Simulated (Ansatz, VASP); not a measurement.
## One calculation of BiTe, two programs

Contents of run.py:

```python
from ase.calculators.vasp import Vasp
from ase.dft.bandgap import bandgap
from ase.io import read

atoms = read('BiTe.cif')
calc = Vasp(
    directory='calc',
    xc='pbesol',
    pp='PBE',
    setups='minimal',
    prec='Accurate',
    encut=500,
    ediff=1e-07,
    ismear=0,
    sigma=0.02,
    lreal=False,
    lasph=True,
    nelm=100,
    algo='Normal',
    isif=2,
    lwave=False,
    lcharg=False,
    kpts=[7, 7, 7],
    gamma=True,
    nbands=12,
)
atoms.calc = calc

print('energy (eV):', atoms.get_potential_energy())
print('free energy (eV):', atoms.get_potential_energy(force_consistent=True))
print('forces (eV/A):')
print(atoms.get_forces())
print('stress (eV/A^3, Voigt):', atoms.get_stress())
print('Fermi level (eV):', calc.get_fermi_level())
gap, top, bottom = bandgap(calc)
print('band gap (eV):', gap, 'from (spin, k, band)', top, 'to', bottom)
```

File BiTe.cif:

```cif
data_BiTe
_cell_length_a 4.33940586
_cell_length_b 4.33940586
_cell_length_c 4.33940586
_cell_angle_alpha 67.87718201
_cell_angle_beta 67.87718201
_cell_angle_gamma 67.87718201
_space_group_name_H-M_alt 'P1'
_space_group_name_Hall 'P 1'
_space_group_IT_number 1
loop_
_space_group_symop_operation_xyz
'x,y,z'
loop_
_atom_site_label
_atom_site_type_symbol
_atom_site_symmetry_multiplicity
_atom_site_Wyckoff_symbol
_atom_site_fract_x
_atom_site_fract_y
_atom_site_fract_z
_atom_site_occupancy
Bi1 Bi 1 a 0.5000000000 0.5000000000 0.5000000000 1
Te1 Te 1 a 0.0000000000 0.0000000000 0.0000000000 1
```

The input input.yaml:

```yaml
crystal:
  lattice:
    - [2.4227077728, 1.3987509848, 3.3172919545]
    - [-2.4227077728, 1.3987509848, 3.3172919545]
    - [0.0, -2.7975019696, 3.3172919545]
  atoms:
    - { symbol: Bi, position: [0.5, 0.5, 0.5] }
    - { symbol: Te, position: [0.0, 0.0, 0.0] }
hamiltonian:
  xc: pbesol
  pseudopotentials: { kind: paw }
kpoints:
  mp_grid: { grid: [7, 7, 7] }
scf:
  occupations: { method: gaussian, width: 0.02 }
output:
  forces: true
  stress: true
  eigenvalues: true
  write_density: true
  write_potential: true
  elf: true
  volumetric_format: npy
```

The cell comes from a database or a generator and needn't be the stable form of this composition.

Alike in both runs: task single point; functional PBEsol; k mesh 7 × 7 × 7; occupations gaussian, width 0.02 eV; no spin polarisation.

```csv
,VASP,Ansatz
version,VASP 6.6.1,Ansatz 0.2.0
potentials or method,"VASP PAW PBE potentials, release 64 (Bi, Te)",Ansatz PAW
plane-wave cutoff (eV),500,420
valence electrons in the cell,11,31
```

|  | VASP | Ansatz | Ansatz less VASP |
| --- | --- | --- | --- |
| gap on the k mesh at the Fermi level (eV) | none | none | - |
| pressure (GPa) | -2.3 | -2.3 | -0.01 |

A gap of «none» marks a metal or a gap that the smearing closes. The two sets of potentials don't hold the same shells in valence.

Caveats: spin-orbit coupling is left out, which moves the levels of the heavy elements; the PAW data sets were made with another functional, which shifts forces and pressure a little (VASP); the PAW data sets come from PBE, with cores solved anew for the run's functional, which leaves a small shift of forces and pressure (Ansatz).
